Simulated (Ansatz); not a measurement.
CaSe built on the rocksalt prototype, relaxed with r2SCAN, was run in the plane-wave code Ansatz under altered settings. All numbers are computed, without spin polarisation but where a row says otherwise.

```xyz
2
Lattice="0.0000 2.9675 2.9675 2.9675 0.0000 2.9675 2.9675 2.9675 0.0000" Properties=species:S:1:pos:R:3 pbc="T T T"
Ca    0.0000    0.0000    0.0000
Se    2.9675    2.9675    2.9675
```

The base run's other keys:
```yaml
kpoints:
  mp_grid: { grid: [4, 4, 4] }
hamiltonian:
  xc: hse06
scf:
  occupations: { method: fixed }
  n_extra_bands: 4
```

It takes 13 iterations with 965 plane waves at 420 eV and 8 k points, and leaves a mean stress of +0.27 GPa. The gap over this mesh is 3.000 eV.

Outcomes, with energy and stress as changes against the base:
```
                                     setting            outcome  ΔF (meV/atom)  Δ mean stress (GPa)  gap on the mesh (eV)  iterations
                   scf.exx.ecutfock_ratio: 4          converged            0.0                  0.0                 3.000          13
    PBE hybrid, exx coeff 1.5, omega 0.5 1/Å            refused              –                    –                     –           –
PBE hybrid, exx coeff 0.35, omega 0.2078 1/Å          converged              –                 -0.2                 3.392          14
    PBE hybrid, exx coeff 0.4, omega 0.5 1/Å          converged              –                 +0.1                 2.814          16
             kpoints.mp_grid.grid: [2, 4, 6]  converged, warned            +45                 +0.4                 2.967          13
```
A dash marks a value that wasn't obtained or can't be compared. Stress is positive in compression. Its mean hides that meshes of lower symmetry stress the axes unequally.

- PBE hybrid, exx coeff 1.5, omega 0.5 1/Å. It is rejected at once. Error: invalid value for `hamiltonian.xc.exx.coeff`: must be finite and in (0, 1]; got 1.5
- PBE hybrid, exx coeff 0.35, omega 0.2078 1/Å. That is 35 % exact exchange, screened with ω = 0.2078 1/Å, against HSE06's 25 % screened at 0.208 1/Å. The mean stress moves by -0.2 GPa and the gap on the mesh by +0.392 eV (to 3.392). Totals of different functionals aren't comparable.
- PBE hybrid, exx coeff 0.4, omega 0.5 1/Å. That is 40 % exact exchange, screened with ω = 0.5 1/Å, against HSE06's 25 % screened at 0.208 1/Å. The mean stress moves by +0.1 GPa and the gap on the mesh by -0.186 eV (to 2.814). Totals of different functionals aren't comparable.
- kpoints.mp_grid.grid: [2, 4, 6]. The free energy moves by +45 meV an atom, the mean stress by +0.4 GPa (single components by up to 1.4) and the gap on the mesh by -0.033 eV (to 2.967). The mesh breaks the crystal's symmetry, so the stress, and any force that symmetry no longer fixes, lose it too. The mesh is too coarse. Warned: symmetry narrowed by mesh.

Within 1 meV an atom, 0.1 GPa and 0.005 eV of the base stay: scf.exx.ecutfock_ratio: 4.

The runs are scalar-relativistic, without spin-orbit coupling.

The stress of a hybrid is loosely converged in these runs.

The meshes of the hybrids are coarse, so their gaps aren't converged to the digits shown.
